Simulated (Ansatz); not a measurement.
# Al3Cu2: the cost of one run

Method: DFT PBEsol, scalar-relativistic, plane waves, PAW, in Ansatz 0.2.0.

1 further run of the same task is left out (set aside as unsound or not needed). Runs told in other sessions of the task aren't counted.

### Step 1. The structure to begin with

It takes space group P-3m1 (No. 164, trigonal). The conventional cell has a = 4.099 Å, b = 4.099 Å, c = 4.982 Å, α = 90.00°, β = 90.00°, γ = 120.00°. Around Al (site symmetry -3m) lie 6 Cu at 2.49 Å. Around Al (site symmetry 3m) lie 5 Cu at 2.45 to 2.56 Å and 3 Al at 2.79 Å. Around Cu (site symmetry 3m) lie 8 Al at 2.45 to 2.56 Å.

As a file:

```cif
data_structure
_symmetry_space_group_name_H-M 'P-3m1'
_symmetry_Int_Tables_number 164
_cell_length_a 4.0986
_cell_length_b 4.0986
_cell_length_c 4.9821
_cell_angle_alpha 90.000
_cell_angle_beta 90.000
_cell_angle_gamma 120.000
_cell_volume 72.48
loop_
_atom_site_label
_atom_site_type_symbol
_atom_site_symmetry_multiplicity
_atom_site_Wyckoff_symbol
_atom_site_fract_x
_atom_site_fract_y
_atom_site_fract_z
_atom_site_occupancy
Al1 Al 1 a 0.00000 0.00000 0.00000 1
Al2 Al 2 d 0.33333 0.66667 0.35151 1
Cu1 Cu 2 d 0.33333 0.66667 0.84229 1
```

It goes back to an entry of the Materials Project, which need not be the stable form.

It is the result of an earlier relaxation at this level (volume 14.50 Å³/atom; gap on the mesh: none (metal)).

### Step 2. The reference cell

The reference gives a free energy of -14752.0453 eV, pressure -0.01 GPa, largest force 0.005 eV/Å and gap on the mesh none (metal). It was computed beforehand with the settings of the runs below.

### Step 3. The scan: a sublattice displacement scan

Every Cu atom is moved by x along the Cartesian unit vector (-0.721, -0.417, 0.553); the cell and all other atoms stay fixed. Forces below are components along that vector, summed over the moved atoms.

### Step 4. x = -0.500 Å

input.yaml

```yaml
crystal:
  lattice:
    - [4.0985856014, 0.0, 0.0]
    - [-2.0492928007, 3.5494792504, 0.0]
    - [0.0, 0.0, 4.9821008425]
  atoms:
    - { symbol: Al, position: [0.0, 0.0, 0.0] }
    - { symbol: Al, position: [0.3333333333, 0.6666666667, 0.3515059809] }
    - { symbol: Al, position: [0.6666666667, 0.3333333333, 0.6484940191] }
    - { symbol: Cu, position: [0.4506799528, 0.7253399764, 0.7867697692] }
    - { symbol: Cu, position: [0.7840132861, 0.3920066431, 0.1021898058] }
basis:
  ecutwfc: 420
kpoints:
  mp_grid: { grid: [12, 12, 10] }
hamiltonian:
  xc: pbesol
scf:
  occupations: { method: gaussian, width: 0.15 }
output:
  forces: true
  stress: true
  eigenvalues: true
```

Launch:

```sh
ansatz run input.yaml --threads 1 --pin off --max-ram 2560MiB --backend cpu --events-out ev --progress --plain --runs-dir out
```

Q: Estimate wall time and peak memory on 1 thread of AMD EPYC 9R45 (Zen 5), shared host.

About 28 s, with a peak of 0.87 GiB.
